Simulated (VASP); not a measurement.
Wanted: the native input for a VASP 6.6.1 run.

```
Task                   : relaxation of cell and atoms
Functional             : optB86b-vdW
Potentials or basis    : VASP PAW PBE potentials, release 64 (Cd, O)
Cutoff                 : 600 eV
k mesh                 : 10 × 10 × 10
Occupations            : fermi-dirac, width 0.05 eV
Spin                   : no spin polarisation
Further INCAR settings : ALGO = Normal; EDIFF = 1e-06; IBRION = 2; EDIFFG = -0.02; NSW = 60; ISIF = 3
```

The structure of CdO (Monteponite) lies in POSCAR:

```
CdO
1.0
    0.0000000000      2.3495000000      2.3495000000
    2.3495000000      0.0000000000      2.3495000000
    2.3495000000      2.3495000000      0.0000000000
Cd O
1 1
Direct
    0.0000000000      0.0000000000      0.0000000000
    0.5000000000      0.5000000000      0.5000000000
```

The input as run:

INCAR

```
SYSTEM = CdO
  PREC = Accurate
  ENCUT = 600
  EDIFF = 1E-6
  ISMEAR = -1
  SIGMA = 0.05
  LREAL = .False.
  LASPH = .True.
  NELM = 80
  ALGO = Normal
  ISIF = 3
  LWAVE = .False.
  LCHARG = .False.
  GGA = MK
  LUSE_VDW = .True.
  AGGAC = 0.0
  PARAM1 = 0.1234
  PARAM2 = 1.0
  IBRION = 2
  NSW = 60
  EDIFFG = -0.02
```

KPOINTS

```
regular mesh
0
Gamma
  10 10 10
  0 0 0
```

Potentials or basis: VASP PAW PBE potentials, release 64 (Cd, O).

Command:

```console
$ cat potpaw_PBE.64/Cd/POTCAR potpaw_PBE.64/O/POTCAR > POTCAR
$ mpirun -np 1 vasp_std > vasp.out
```

It gave:

```json
{
  "Relaxed volume": "13.28 Å³/atom",
  "Relaxed cell": "a = 3.349 Å, b = 3.349 Å, c = 3.349 Å, α = 60.00°, β = 60.00°, γ = 60.00°",
  "Space group after relaxing (to 0.05 Å)": "Fm-3m (No. 225)",
  "Energy gained by relaxing": "3.3 meV/atom",
  "Ionic steps": "3",
  "Pressure after relaxing": "0.0 GPa",
  "Band gap on the k mesh": "none (metal or under the smearing width)"
}
```

Caveat: the PAW data sets were made with another functional, which shifts forces and pressure a little; this crystal is a semiconductor, whose small gap the functional closes, so the metal is an error of the method.

Wall time 3 min on 1 thread of Intel(R) Xeon(R) Platinum 8375C CPU @ 2.90GHz (Ice Lake) (shared host), peak memory 0.33 GiB.
